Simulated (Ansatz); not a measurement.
Reaction (ligand exchange at a Zn–O bond): `CC(C)(C)[O][Zn][F]` + CH₃OH → `C[O][Zn][F]` + `CC(C)(C)O`

Gas-phase electronic energies from Ansatz, PBE0-D4/def2-TZVP geometries. CCSD(T)/CBS adds triple-zeta CCSD(T) − MP2 to the extrapolated MP2 energy (def2 sets, frozen cores). This one scheme is used for every species. Functionals use def2-TZVPP. HSE06 is defined as in plane-wave codes. For Zn outer-core shells are correlated without core-valence functions, which leaves a few kJ/mol of doubt a bond. Scalar relativity is left out up to krypton. Each species was taken in one conformer, which may not be the lowest.

`CC(C)(C)[O][Zn][F]`:

```xyz
16

C    -0.170    0.923   -1.506
C    -0.066    0.148   -0.199
C     1.171    0.585    0.575
C    -0.014   -1.349   -0.476
O    -1.235    0.465    0.536
Zn   -1.549   -0.210    2.134
F    -1.975   -0.806    3.714
H    -1.071    0.625   -2.046
H     0.697    0.739   -2.145
H    -0.233    1.994   -1.302
H     2.088    0.407    0.009
H     1.253    0.025    1.516
H     1.110    1.649    0.813
H    -0.922   -1.668   -0.991
H     0.067   -1.911    0.462
H     0.848   -1.617   -1.092
```

CH₃OH:

Cartesian coordinates in Å:
```
C 0.319 0.060 0.146
O -0.772 0.273 -0.720
H 1.057 0.832 -0.074
H 0.792 -0.917 -0.010
H 0.038 0.149 1.203
H -1.435 -0.397 -0.545
```

`C[O][Zn][F]`:

Cartesian coordinates in Å:
```
C -0.281 -0.156 -1.012
O -0.405 0.661 0.122
Zn 0.376 0.386 1.672
F 1.089 0.227 3.250
H 0.752 -0.223 -1.377
H -0.647 -1.177 -0.842
H -0.885 0.281 -1.814
```

`CC(C)(C)O`:

Cartesian coordinates in Å:
```
C 0.707 0.524 -1.140
C -0.097 -0.209 -0.075
C 0.823 -0.837 0.955
C -1.091 0.732 0.591
O -0.794 -1.303 -0.668
H 1.394 -0.165 -1.635
H 0.044 0.953 -1.899
H 1.287 1.342 -0.706
H 1.510 -1.534 0.472
H 0.240 -1.389 1.695
H 1.407 -0.072 1.471
H -0.581 1.558 1.092
H -1.685 0.190 1.330
H -1.773 1.162 -0.149
H -1.392 -0.950 -1.334
```

```csv
level,ΔE (kcal/mol)
HSE06-D4,2.0
PBE-QIDH,1.8
BLYP,0.6
CAM-B3LYP,0.8
```

Question: What does CCSD(T)/CBS give? (Estimate.)

Answer: Ansatz gave: +2.2 kcal/mol. The listed levels differ from it by -0.2, -0.4, -1.6, -1.4 kcal/mol.

Largest T1 diagnostic among the species: 0.017.

At CCSD(T), def2-SVP lies +0.8 kcal/mol from the extrapolated value and def2-TZVPP +0.1 kcal/mol. The D4 term adds +1.4 kcal/mol with B3LYP and +0.8 kcal/mol with PBE0; it sums over pairs of atoms, weighted by their polarisabilities, and B3LYP, whose exchange is more repulsive, gets the larger term. In def2-TZVPP, CCSD(T) changes the Hartree–Fock value by +2.2 kcal/mol (the triples alone add +0.5 kcal/mol) and MP2 by +2.2 kcal/mol.

B3LYP here is the variant with VWN-RPA as its local correlation; programs differ in this.

CCSD(T)/CBS has its own doubt, a few kJ/mol and more with outer-core shells, so smaller differences from it don't rank the levels.
